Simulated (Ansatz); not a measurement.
TiCo in Ansatz: the effect of functional

The system is TiCo.

```
Co Ti
1.0
     3.00589    0.00000    0.00000
     0.00000    3.00589    0.00000
     0.00000    0.00000    3.00589
Co Ti
1 1
Direct
  0.50000 0.50000 0.50000
  0.00000 0.00000 0.00000
```

The cell comes from a database or a generator and needn't be the stable form of this composition.

The cell isn't the ideal one: volume scaled by 1.02.

Alike in all runs:

* Program: Ansatz 0.2.0
* Task: single point
* Potentials or basis: Ansatz PAW
* k mesh: 9 × 9 × 9
* Occupations: fermi-dirac, width 0.05 eV
* Spin: collinear spin, ferromagnetic start
* Starting moments: [2.0, 1.0] μB

```tsv
functional	cutoff	pressure (GPa)	moment (μB)
LDA	420 eV (not typed: the program's choice for these potentials)	-17.4	0.51
r2SCAN	500 eV (not typed: the program's choice for these potentials)	?	?
PBE	420 eV (not typed: the program's choice for these potentials)	-3.6	0.84
```

Q: What does the run with functional r2SCAN give?

A: Pressure -2.6 GPa; moment 0.87 μB.

Caveats: the PAW data sets come from PBE, with cores solved anew for the run's functional, which leaves a small shift of forces and pressure (some runs); the magnetic or orbital state may not be the lowest (some runs); the starting moments weren't kept (some runs).
